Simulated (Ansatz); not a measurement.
# H (I4/mmm), one atom moved along a line

Level of theory: DFT PBE, scalar-relativistic, plane waves, PAW in Ansatz. Cutoff 420 eV, Γ-centred 6×6×6 k-points, Gaussian smearing of 0.05 eV. No spin polarisation. Energies are free energies at this smearing, counted from the undisturbed cell; pressure is positive in compression.

The undisturbed cell (relaxed at this level; it needn't be the usual structure):

```
CELL_PARAMETERS angstrom
3.70974 -3.70974 0.00000
3.70974 3.70974 0.00000
-3.70974 0.00000 4.57113
ATOMIC_POSITIONS crystal
H 0.45895 0.45895 0.91789
H 0.20895 0.70895 0.41789
H 0.95895 0.95895 0.91789
H 0.70895 0.20895 0.41789
H 0.04105 0.04105 0.08211
H 0.79105 0.29105 0.58211
H 0.54105 0.54105 0.08211
H 0.29105 0.79105 0.58211
```

The cell holds molecules and no dispersion correction was added, so their binding is poorly described.

Atom 1 (H) is moved by x along the Cartesian unit vector (0.577, 0.577, 0.577); the cell and all other atoms stay fixed.

```tsv
x (Å)	ΔE (meV/cell)
-0.2000	227.0
-0.1500	129.6
-0.1000	58.0
-0.0500	14.5
0.0000	0.0
0.0500	14.2
0.1000	54.5
0.1500	116.2
0.1750	152.9
0.2000	192.1
```

Q: Predict the force along x on the moved atoms (eV/Å) at each point.

A:
| x (Å) | force along x on the moved atoms (eV/Å) |
| --- | --- |
| -0.2000 | 2.19 |
| -0.1500 | 1.70 |
| -0.1000 | 1.16 |
| -0.0500 | 0.58 |
| 0.0000 | 0.00 |
| 0.0500 | -0.56 |
| 0.1000 | -1.04 |
| 0.1500 | -1.40 |
| 0.1750 | -1.53 |
| 0.2000 | -1.60 |

Cost: 10 runs of about 1.1 core-minutes in all, on Arm Neoverse V1 (shared hosts).